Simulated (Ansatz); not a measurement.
## Two-dimensional strain map in AlGaN₂

Level of theory: Ansatz, DFT r2SCAN, scalar-relativistic, plane waves, PAW. Settings: plane waves to 500 eV, k-mesh 8×8×6 (Γ-centred), Gaussian smearing 0.05 eV. No spin polarisation. Energies are free energies at this smearing, counted from the undisturbed cell; pressure is positive in compression.

The undisturbed cell (relaxed at this level; it needn't be the usual structure):

```
Al Ga N
1.0
     3.13853    0.00000    0.00000
     0.00000    3.13853    0.00000
     0.00000    0.00000    4.42236
Al Ga N
1 1 2
Direct
  0.50000 0.50000 0.50000
  0.00000 0.00000 0.00000
  0.50000 0.00000 0.73908
  0.00000 0.50000 0.26092
```

The cell is strained by p along both x and y and by q along z, fractional coordinates fixed. Points are written (p, q).

Energy above the undisturbed cell in meV/atom (a dash: not computed):

```
 p \ q  -0.050  -0.025  0.000  0.025  0.050
-0.050   182.2   125.7   86.2   63.1   55.8
-0.025    78.5    42.1   20.4   13.1   19.5
 0.000    25.4     6.3    0.0    6.1   24.3
 0.025    15.9    11.6   18.4   36.1   64.2
 0.050    43.7    52.0   69.9   97.3  133.9
```

Pressure in GPa:

```
 p \ q  -0.050  -0.025  0.000  0.025  0.050
-0.050    42.7    33.7   25.5   18.2   11.5
-0.025    25.4    18.1   11.4    5.4    0.1
 0.000    11.3     5.3    0.0   -4.8   -9.1
 0.025    -0.2    -4.9   -9.2  -13.0  -16.3
 0.050    -9.4   -13.1  -16.4  -19.4  -22.0
```

Gap on the k-mesh in eV:

| p \ q | -0.050 | -0.025 | 0.000 | 0.025 | 0.050 |
| --- | --- | --- | --- | --- | --- |
| -0.050 | 3.92 | 3.81 | 3.72 | 3.63 | 3.54 |
| -0.025 | 3.99 | 3.89 | 3.72 | 3.48 | 3.24 |
| 0.000 | 3.82 | 3.60 | 3.37 | 3.14 | 2.91 |
| 0.025 | 3.38 | 3.23 | 3.02 | 2.81 | 2.59 |
| 0.050 | 2.91 | 2.78 | 2.66 | 2.48 | 2.27 |